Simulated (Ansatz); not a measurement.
A single-point calculation of As (buckled honeycomb monolayer) with the PAW code Ansatz, at the level PBE. The cell was relaxed with r2SCAN and then strained (in-plane biaxial -2.0 %), with the atoms relaxed again with r2SCAN; k points keep the names of the unstrained zone.

```yaml
crystal:
  lattice:
    - [3.5034105985, 0.0, 0.0]
    - [-1.7517052992, 3.0340425782, 0.0]
    - [0.0, 0.0, 26.4156438]
  atoms:
    - { symbol: As, position: [0.3333333333, 0.6666666667, 0.3202762771] }
    - { symbol: As, position: [0.6666666667, 0.3333333333, 0.3727911355] }
  periodic: [true, true, false]
kpoints:
  mp_grid: { grid: [12, 12, 1] }
  band_path:
    path:
      - [0.0, 0.0, 0.0]
      - [0.5, 0.0, 0.0]
      - [0.3333333333, 0.3333333333, 0.0]
      - [0.0, 0.317708, 0.0]
    npoints: 1
hamiltonian:
  xc: pbe
scf:
  occupations: { method: fermi_dirac, width: 0.02 }
  n_extra_bands: 4
output:
  forces: true
  stress: true
  eigenvalues: true
  write_density: true
  write_potential: true
  elf: true
  volumetric_format: npy
```

In the abridged output below, numbers in square brackets stand for lines, or ends of lines, that were taken out.
```
Pseudopotential: As, paw, valence charge 15, recommended cutoff 420 eV (normal)
Functional definition: PBE
Crystal: 2 atoms, lattice volume = 280.785 Å³
Basis set: ecut = 420 eV, 5471 PW (Γ)
[1]
Symmetry: 12 space group operations
Space group: P-3m1 (ITA 164)
k-points: 19 of 144
Free energy (F): -9712.225485 eV
Fermi energy:    -4.444079 eV
--- Forces (eV/Å), atoms counted from 1 ---
[2]
--- 2D stress c σ (N/m, compression-positive) ---
[3]
```

**Question.** What stood in the gaps? They hold the forces, the stress, the band count.

**Answer.**
```
[1]
Bands: 19, of which v1, the nominal top of the filled ones, is band 15 counted from 1 (14 counted from 0)
[2]
  atom   1  As      0.00000      0.00000    -0.44018
  atom   2  As      0.00000      0.00000      0.44018
[3]
        2.316992       0.000000       0.000000
        0.000000       2.316992       0.000000
        0.000000       0.000000       0.000000
  P = ½ c Tr σ = 2.3170 N/m
```

The PBE gap is indirect, 1.46 eV (Γ to Γ–M (0.64 of the way from Γ)), below the direct gap of 2.27 eV at Γ. Edges are sought over the mesh and the listed points. With the atoms held, the mean in-plane stress is +2.32 N/m (compression positive). The largest force is 0.44 eV/Å.

Command: `ansatz run input.yaml --threads 4 --pin off --max-ram 5529MiB --backend cpu --events-out ev --progress --plain --runs-dir out`. It took 2.9 s on 4 threads of Arm Neoverse V2 (shared host), load about 0.9 per core; peak host memory 0.56 GiB.

Note: simulated data, non-magnetic, for a generated structure that need not be the stable one.

The runs are scalar-relativistic, without spin-orbit coupling.
